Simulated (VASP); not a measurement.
# Y (Im-3m) in VASP: further runs

One crystal, Y, is run at these levels: r2SCAN; tasks: single point, relaxation of cell and atoms.

Program: VASP 6.6.1. These are calculated values, not measurements. Logs are shortened: lines on timing, memory, paths and dates and some standing lists are left out, and cuts for length are marked.

## 1. The crystal as given

It takes space group Im-3m (No. 229, cubic). The conventional cell has a = 4.068 Å, b = 4.068 Å, c = 4.068 Å, α = 90.00°, β = 90.00°, γ = 90.00°. Y (site symmetry m-3m) has 8 Y at 3.52 Å as nearest neighbours.

The cell was built by a generator and needn't be a form met in nature.

## 2. Single point, r2SCAN

Contents of POSCAR:

```
Y
1.0
   -2.0338464039      2.0338464039      2.0338464039
    2.0338464039     -2.0338464039      2.0338464039
    2.0338464039      2.0338464039     -2.0338464039
Y
1
Direct
    0.0000000000      0.0000000000      0.0000000000
```

Contents of INCAR.step1:

```
PREC = Accurate ; ENCUT = 520
ISMEAR = -1 ; SIGMA = 0.1
LREAL = False ; LASPH = True
NELM = 100 ; NBANDS = 12
GGA = PE ; ALGO = Normal
EDIFF = 1E-4 ; LWAVE = True
LCHARG = False
```

Contents of INCAR.step2:

```
PREC = Accurate ; ENCUT = 520
EDIFF = 1E-6 ; ISMEAR = -1
SIGMA = 0.1 ; LREAL = False
LASPH = True ; NELM = 100
ALGO = Normal ; ISIF = 2
LWAVE = False ; LCHARG = False
METAGGA = R2SCAN ; LMIXTAU = True
NBANDS = 12 ; ISTART = 1
```

Contents of KPOINTS:

```
regular mesh
0
Gamma
  7 7 7
```

Potentials or basis: VASP PAW PBE potentials, release 64 (Y_sv).

On the command line:

```sh
cat potpaw_PBE.64/Y_sv/POTCAR > POTCAR
cp INCAR.step1 INCAR
mpirun -np 1 vasp_std > vasp.out
cp INCAR.step2 INCAR
mpirun -np 1 vasp_std > vasp.out
```

OUTCAR:

```text
PREC = Accurate
   ENCUT = 520
   EDIFF = 1E-6
   ISMEAR = -1
   LREAL = False
   LASPH = True
   NELM = 100
   ISIF = 2
   METAGGA = R2SCAN
   ISTART = 1

 ion  position               nearest neighbor table
   1  0.000  0.000  0.000-

  LATTYP: Found a body centered cubic cell.
 ALAT       =     4.0676928078

  Lattice vectors:

 A1 = (  -2.0338464039,   2.0338464039,   2.0338464039)
 A2 = (   2.0338464039,  -2.0338464039,   2.0338464039)
 A3 = (   2.0338464039,   2.0338464039,  -2.0338464039)

Analysis of symmetry for initial positions (statically):
=====================================================================
 Subroutine PRICEL returns:
 Original cell was already a primitive cell.

 Routine SETGRP: Setting up the symmetry group for a
 body centered cubic supercell.

 Subroutine GETGRP returns: Found 48 space group operations
 (whereof 48 operations were pure point group operations)
 out of a pool of 48 trial point group operations.

The static configuration has the point symmetry O_h .

Analysis of symmetry for dynamics (positions and initial velocities):
=====================================================================
 Subroutine PRICEL returns:
 Original cell was already a primitive cell.

 Routine SETGRP: Setting up the symmetry group for a
 body centered cubic supercell.

 Subroutine GETGRP returns: Found 48 space group operations
 (whereof 48 operations were pure point group operations)
 out of a pool of 48 trial point group operations.

The dynamic configuration has the point symmetry O_h .

 Subroutine INISYM returns: Found 48 space group operations
 (whereof 48 operations are pure point group operations),
 and found     1 'primitive' translations

----------------------------------------------------------------------------------------

                                     Primitive cell

  volume of cell :      33.6523

  direct lattice vectors                    reciprocal lattice vectors
    -2.033846404  2.033846404  2.033846404     0.000000000  0.245839607  0.245839607
     2.033846404 -2.033846404  2.033846404     0.245839607  0.000000000  0.245839607
     2.033846404  2.033846404 -2.033846404     0.245839607  0.245839607  0.000000000

  length of vectors
     3.522725306  3.522725306  3.522725306     0.347669706  0.347669706  0.347669706

  position of ions in fractional coordinates (direct lattice)
     0.000000000  0.000000000  0.000000000

  ion indices of the primitive-cell ions
   primitive index   ion index
                 1           1

----------------------------------------------------------------------------------------

 KPOINTS: regular mesh

Automatic generation of k-mesh.
 Grid dimensions read from file:
 generate k-points for:    7    7    7

 Generating k-lattice:

  Cartesian coordinates                     Fractional coordinates (reciprocal lattice)
     0.000000000  0.035119944  0.035119944     0.142857143  0.000000000  0.000000000
     0.035119944  0.000000000  0.035119944     0.000000000  0.142857143  0.000000000
     0.035119944  0.035119944  0.000000000     0.000000000  0.000000000  0.142857143

  Length of vectors
     0.049667101  0.049667101  0.049667101

  Shift w.r.t. Gamma in fractional coordinates (k-lattice)
     0.000000000  0.000000000  0.000000000

 Subroutine IBZKPT returns following result:
 ===========================================

 Found     20 irreducible k-points:

 Following reciprocal coordinates:
            Coordinates               Weight
  0.000000  0.000000  0.000000      1.000000
  0.142857  0.000000  0.000000     12.000000
  0.285714  0.000000  0.000000     12.000000
  0.428571  0.000000  0.000000     12.000000
  0.142857  0.142857  0.000000     24.000000
  0.285714  0.142857  0.000000     48.000000
[... 12 lines left out ...]
 -0.428571 -0.428571  0.285714      8.000000
 -0.428571  0.428571  0.428571      6.000000
   k-points           NKPTS =     20   k-points in BZ     NKDIM =     20   number of bands    NBANDS=     12
   number of dos      NEDOS =    301   number of ions     NIONS =      1
   total plane-waves  NPLWV =  21952
   dimension x,y,z NGX =    28 NGY =   28 NGZ =   28
   dimension x,y,z NGXF=    56 NGYF=   56 NGZF=   56
   ions per type =               1
   NGX,Y,Z   is equivalent  to a cutoff of  13.21, 13.21, 13.21 a.u.
   NGXF,Y,Z  is equivalent  to a cutoff of  26.43, 26.43, 26.43 a.u.
 SYSTEM =  unknown system
   PREC   = accura    normal or accurate (medium, high low for compatibility)
   ISTART =      1    job   : 0-new  1-cont  2-samecut
   ICHARG =      0    charge: 1-file 2-atom 10-const
   ISPIN  =      1    spin polarized calculation?
   LNONCOLLINEAR =      F non collinear calculations
   LSORBIT =      F    spin-orbit coupling
   LASPH  =      T    aspherical Exc in radial PAW
   ENCUT  =  520.0 eV  38.22 Ry    6.18 a.u.   6.55  6.55  6.55*2*pi/ulx,y,z
   NELM   =    100;   NELMIN=  2; NELMDL=  0     # of ELM steps
   EDIFF  = 0.1E-05   stopping-criterion for ELM
   LREAL  =      F    real-space projection
   EDIFFG = 0.1E-04   stopping-criterion for IOM
   NSW    =      0    number of steps for IOM
   IBRION =     -1    ionic relax: 0-MD 1-quasi-New 2-CG
   NFREE  =      0    steps in history (QN), initial steepest desc. (CG)
   ISIF   =      2    stress and relaxation
   ISYM   =      2    0-nonsym 1-usesym 2-fastsym
   POTIM  = 0.5000    time-step for ionic-motion
   TEBEG  =    0.0;   TEEND  =   0.0 temperature during run
   PSTRESS=    0.0 pullay stress
   NELECT =      11.0000    total number of electrons
   NUPDOWN=      -1.0000    fix difference up-down
   EMIN   =  10.00;   EMAX   =-10.00  energy-range for DOS
   EFERMI =   0.00;   METHOD = LEGACY
   ISMEAR =    -1;   SIGMA  =   0.10  broadening in eV -4-tet -1-fermi 0-gaus
   EFERMI_NEDOS =   21; number of points for ismear=-14 and -15
   IALGO  =     38    algorithm
   IMIX   =      4    mixing-type and parameters
     AMIX     =   0.40;   BMIX     =  1.00
     AMIX_MAG =   1.60;   BMIX_MAG =  1.00
  volume/ion in A,a.u.               =      33.65       227.10
  Fermi-wavevector in a.u.,A,eV,Ry     =   1.127719  2.131080 17.303212  1.271750
  Thomas-Fermi vector in A             =   2.264406
   LORBIT       =      0    0 simple, 1 ext, 2 COOP (PROOUT), +10 PAW based schemes
   METAGGA = R2SCAN    functional components
   LHFCALC =     F    Hartree Fock is set to
   AEXX    =    0.0000 exact exchange contribution
   IVDW    =     0    specifies the selected vdW correction
   LEPSILON=     F    determine dielectric tensor
   LRPA    =     F    only Hartree local field effects (RPA)
 non-spin polarized calculation
  energy-cutoff  :      520.00
  volume of cell :       33.65
 maximum number of plane-waves:       935
 NGX is ok and might be reduce to    28
   NGX = 13   NGY = 13   NGZ = 13

 number of electron      11.0000000 magnetization

 Free energy of the ion-electron system (eV)
  ---------------------------------------------------
  ext. energy  EPLUGINS =         0.00000000
  ---------------------------------------------------
  free energy    TOTEN  =       -20.21132574 eV

  energy without entropy =      -20.14051794  energy(sigma->0) =      -20.17592184

 E-fermi :   3.0743     XC(G=0):  -9.9587

 val. band max:        3.0559649731   @ k =  -0.4286   0.4286   0.1429
 cond. band min:       3.0781767230   @ k =   0.2857   0.1429   0.1429
 fundamental gap:      0.0222117499
 Fermi energy:         3.0743285827

 k-point     1 :       0.0000    0.0000    0.0000
  band No.  band energies     occupation
      1     -41.3830      2.00000
      2     -20.4328      2.00000
      3     -20.4328      2.00000
      4     -20.4328      2.00000
      5      -1.9345      2.00000
      6       5.0272      0.00000
      7       5.0272      0.00000
      8       5.0272      0.00000
      9       6.8293      0.00000
     10       6.8293      0.00000
     11      13.6720      0.00000
     12      13.6720      0.00000

 k-point     2 :       0.1429    0.0000    0.0000
  band No.  band energies     occupation
      1     -41.3708      2.00000
      2     -20.5358      2.00000
      3     -20.4643      2.00000
      4     -20.4335      2.00000
      5      -1.4129      2.00000
      6       4.6508      0.00000
      7       4.7284      0.00000
      8       5.5302      0.00000
      9       6.4503      0.00000
     10       6.8308      0.00000
     11      14.0305      0.00000
     12      14.6744      0.00000

 k-point     3 :       0.2857    0.0000    0.0000
  band No.  band energies     occupation
      1     -41.3435      2.00000
      2     -20.7593      2.00000
      3     -20.5341      2.00000
      4     -20.4351      2.00000
      5      -0.1174      2.00000
      6       3.7890      0.00157
      7       3.9641      0.00027
      8       6.6131      0.00000
      9       6.9349      0.00000
     10       6.9925      0.00000
     11      13.1571      0.00000
     12      13.6891      0.00000
[... 226 lines left out ...]
 k-point    19 :      -0.4286   -0.4286    0.2857
  band No.  band energies     occupation
      1     -41.2842      2.00000
      2     -20.8018      2.00000
      3     -20.8018      2.00000
      4     -20.6713      2.00000
      5       1.9619      1.99997
      6       1.9619      1.99997
      7       5.0763      0.00000
      8       7.2949      0.00000
      9       7.2949      0.00000
     10      10.2494      0.00000
     11      10.3163      0.00000
     12      10.3163      0.00000

 k-point    20 :      -0.4286    0.4286    0.4286
  band No.  band energies     occupation
      1     -41.2765      2.00000
      2     -20.7912      2.00000
      3     -20.7717      2.00000
      4     -20.7717      2.00000
      5       1.6647      2.00000
      6       1.7105      2.00000
      7       7.1220      0.00000
      8       7.1220      0.00000
      9       8.0113      0.00000
     10       8.3214      0.00000
     11      10.4208      0.00000
     12      10.4208      0.00000

------------------------ aborting loop because EDIFF is reached ----------------------------------------

  FORCE on cell =-STRESS in cart. coord.  units (eV):
  Direction    XX          YY          ZZ          XY          YZ          ZX
  --------------------------------------------------------------------------------------
  -------------------------------------------------------------------------------------
  Total        0.0196721      0.0196721      0.0196721      0.0000000      0.0000000     -0.0000000
  in kB        0.9365862      0.9365862      0.9365862      0.0000000      0.0000000     -0.0000000
  external PRESSURE =       0.9365862 kB  Pullay stress =       0.0000000 kB

 VOLUME and BASIS-vectors are now :
 -----------------------------------------------------------------------------
  energy-cutoff  :      520.00
  volume of cell :       33.65
      direct lattice vectors                 reciprocal lattice vectors
    -2.033846404  2.033846404  2.033846404     0.000000000  0.245839607  0.245839607
     2.033846404 -2.033846404  2.033846404     0.245839607  0.000000000  0.245839607
     2.033846404  2.033846404 -2.033846404     0.245839607  0.245839607  0.000000000

 POSITION                                       TOTAL-FORCE (eV/Angst)
 -----------------------------------------------------------------------------------
      0.00000      0.00000      0.00000         0.000000      0.000000     -0.000000
 -----------------------------------------------------------------------------------
    total drift:                               -0.000000     -0.000000     -0.000000

  FREE ENERGIE OF THE ION-ELECTRON SYSTEM (eV)
  ---------------------------------------------------
  free  energy   TOTEN  =       -20.2113257360 eV

  energy  without entropy=      -20.1405179359  energy(sigma->0) =      -20.17592184
```

Wall time 40 s (1 thread of Intel Xeon Platinum 8488C (Sapphire Rapids), shared host); peak memory 0.18 GiB.

What came out:

```
Free energy            : -20.2113 eV
Pressure               : 0.1 GPa
Band gap on the k mesh : none (metal or under the smearing width)
```

Caveat: the PAW data sets were made with another functional, which shifts forces and pressure a little.

## 3. Relaxation of cell and atoms, r2SCAN

This run uses another cell than the first one, of 26.83 Å³/atom, 0.797 times its volume.

Contents of POSCAR:

```
Y
1.0
   -1.8860180000      1.8860180000      1.8860180000
    1.8860180000     -1.8860180000      1.8860180000
    1.8860180000      1.8860180000     -1.8860180000
Y
1
Direct
    0.0000000000      0.0000000000      0.0000000000
```

Contents of INCAR.step1:

```
PREC     = Accurate       # precision mode
ENCUT    = 600            # plane-wave cutoff, eV
ISMEAR   = -1             # smearing method
SIGMA    = 0.1            # smearing width, eV
LREAL    = False          # projectors in reciprocal space
LASPH    = True           # aspherical terms in the spheres
NELM     = 80             # most SCF steps
GGA      = PE             # functional
ALGO     = Normal         # electronic algorithm
EDIFF    = 1E-4           # SCF threshold, eV
LWAVE    = True           # write WAVECAR
LCHARG   = False          # write CHGCAR
```

Contents of INCAR.step2:

```
PREC     = Accurate       # precision mode
ENCUT    = 600            # plane-wave cutoff, eV
EDIFF    = 1E-6           # SCF threshold, eV
ISMEAR   = -1             # smearing method
SIGMA    = 0.1            # smearing width, eV
LREAL    = False          # projectors in reciprocal space
LASPH    = True           # aspherical terms in the spheres
NELM     = 80             # most SCF steps
ALGO     = Normal         # electronic algorithm
ISIF     = 3              # what is computed and relaxed
LWAVE    = False          # write WAVECAR
LCHARG   = False          # write CHGCAR
METAGGA  = R2SCAN         # meta-GGA
LMIXTAU  = True         
IBRION   = 2              # ionic algorithm
NSW      = 60             # ionic steps
EDIFFG   = -0.01          # ionic threshold
ISTART   = 1
```

KPOINTS is that of step 2.

Potentials or basis: VASP PAW PBE potentials, release 64 (Y_sv).

On the command line:

```sh
cat potpaw_PBE.64/Y_sv/POTCAR > POTCAR
cp INCAR.step1 INCAR
mpirun -np 1 vasp_std > vasp.out
cp INCAR.step2 INCAR
mpirun -np 1 vasp_std > vasp.out
```

It took 2.3 min on 1 thread of Intel Xeon Platinum 8488C (Sapphire Rapids), shared host; peak memory 0.18 GiB.

It converged, with:

| Item | Value |
| --- | --- |
| Free energy | -20.2110 eV |
| Relaxed volume | 33.68 Å³/atom |
| Relaxed cell | a = 3.524 Å, b = 3.524 Å, c = 3.524 Å, α = 109.47°, β = 109.47°, γ = 109.47° |
| Space group after relaxing (to 0.05 Å) | Im-3m (No. 229) |
| Energy gained by relaxing | 227.5 meV/atom |
| Ionic steps | 3 |
| Pressure after relaxing | 0.0 GPa |
| Band gap on the k mesh | none (metal or under the smearing width) |

Step by step:
| step | energy change (eV) | largest force (eV/Å) | pressure (GPa) | volume (Å³) |
| --- | --- | --- | --- | --- |
| 1 | 0.0000 | 0.0000 | 12.13 | 26.83 |
| 2 | -0.2165 | 0.0000 | -1.87 | 35.53 |
| 3 | -0.2275 | 0.0000 | -0.01 | 33.68 |

Final structure:
```
CELL_PARAMETERS angstrom
-2.03435 2.03435 2.03435
2.03435 -2.03435 2.03435
2.03435 2.03435 -2.03435
ATOMIC_POSITIONS crystal
Y 0.00000 0.00000 0.00000
```

Levels at points of the mesh, in eV from the Fermi level:
```tsv
k point	band 2	band 3	band 4	band 5	band 6	band 7	band 8	band 9
(0.00, 0.00, 0.00)	-23.51	-23.51	-23.51	-5.01	1.95	1.95	1.95	3.75
```

Caveat: the volume moved by over 15 % at a fixed basis, so the end points are rough; the PAW data sets were made with another functional, which shifts forces and pressure a little.
